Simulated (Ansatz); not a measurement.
**Sb in Ansatz: the effect of functional**

Crystal: Sb.

```xyz
1
Lattice="-1.8837 1.8837 1.8837 1.8837 -1.8837 1.8837 1.8837 1.8837 -1.8837" Properties=species:S:1:pos:R:3 pbc="T T T"
Sb    0.0000    0.0000    0.0000
```

This isn't the form of Sb at room conditions, which is rhombohedral.

The cell isn't the ideal one: volume scaled by 1.02.

Alike in all runs:

| Quantity | Value |
| --- | --- |
| Program | Ansatz 0.2.0 |
| Task | single point |
| Potentials or basis | Ansatz PAW |
| k mesh | 10 × 10 × 10 |
| Occupations | fermi-dirac, width 0.05 eV |
| Spin | no spin polarisation |

Q: One run gave: pressure -2.5 GPa. Which functional did it use?
A. LDA
B. PBEsol
C. r2SCAN

A: A.

| functional | cutoff | pressure (GPa) |
| --- | --- | --- |
| LDA | 420 eV (not typed: the program's choice for these potentials) | -2.5 |
| PBEsol | 420 eV (not typed: the program's choice for these potentials) | -1.3 |
| r2SCAN | 500 eV (not typed: the program's choice for these potentials) | 1.1 |

Caveats: the PAW data sets come from PBE, with cores solved anew for the run's functional, which leaves a small shift of forces and pressure.

Runs at the PBE level aren't shown here.
